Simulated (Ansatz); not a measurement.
## Structure relaxation of Sn

Computed with DFT PBEsol, scalar-relativistic, plane waves, PAW (Ansatz 0.2.0). Cutoff 420 eV, Γ-centred k mesh, Gaussian smearing, no spin polarisation in the final step.

Sn was placed on the alpha-gallium structure type (Cmce, No. 64), at a guessed volume.

```
CELL_PARAMETERS angstrom
2.80235 -4.74947 0.00000
2.80235 4.74947 0.00000
0.00000 0.00000 5.61216
ATOMIC_POSITIONS crystal
Sn 0.15250 0.84750 0.07850
Sn 0.65250 0.34750 0.42150
Sn 0.84750 0.15250 0.92150
Sn 0.34750 0.65250 0.57850
```

Cell and atoms relax at zero pressure; the relaxation can't lower the symmetry of the start. After a coarse first stage the cell is made exact in the group found at 0.06 Å.

Energies count from the standard state of Sn at the same level.

Problem. What does it relax into?

Solution. It keeps Cmce (No. 64). The result has the alpha-gallium structure. Conventional cell: a = 5.340 Å, b = 10.124 Å, c = 4.369 Å. Sn has 5 Sn at 3.03–3.05 Å and 2 Sn at 3.47 Å.

```
Sn
1.0
     2.66995   -5.06189    0.00000
     2.66995    5.06189    0.00000
     0.00000    0.00000    4.36901
Sn
4
Cartesian
  2.6700 -1.4784 2.5427
  2.6700 3.5835 4.0108
  2.6700 1.4784 1.8263
  2.6700 -3.5835 0.3582
```

Problem. What are its volume, energy, density and gap?

Solution. The volume per atom is 29.52 Å³ and the density is 6.68 g/cm³. The energy over the standard structure is 0.10 eV/atom. The gap on the 10×10×10 mesh is 0 eV (a metal).

The final run used a 10×10×10 mesh on its 4-atom cell and 0.10 eV smearing. For metals, differences of a few meV/atom aren't resolved. Symmetry constrained the relaxation, so the result can be a saddle point. The steps took of the order of 19 core-minutes in all.

This form isn't the element's structure at ambient conditions.